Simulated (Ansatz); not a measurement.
# Nb in Ansatz: the effect of functional

Nb:

```
CELL_PARAMETERS angstrom
0.00000 2.14283 2.14283
2.14283 0.00000 2.14283
2.14283 2.14283 0.00000
ATOMIC_POSITIONS crystal
Nb 0.00000 0.00000 0.00000
```

This isn't the form of Nb at room conditions, which is bcc.

The cell isn't the ideal one: volume scaled by 1.04.

Alike in all runs:

| Property | Result |
| --- | --- |
| Program | Ansatz 0.2.0 |
| Task | single point |
| Potentials or basis | Ansatz PAW |
| k mesh | 11 × 11 × 11 |
| Occupations | fermi-dirac, width 0.05 eV |
| Spin | no spin polarisation |

| functional | cutoff | pressure (GPa) |
| --- | --- | --- |
| LDA | 420 eV (not typed: the program's choice for these potentials) | ? |
| PBEsol | 420 eV (not typed: the program's choice for these potentials) | -12.7 |
| r2SCAN | 500 eV (not typed: the program's choice for these potentials) | -8.0 |

Problem. What does the run with functional LDA give?

Solution. Pressure -16.1 GPa.

Caveats: the PAW data sets come from PBE, with cores solved anew for the run's functional, which leaves a small shift of forces and pressure.

Runs at the PBE level aren't shown here.
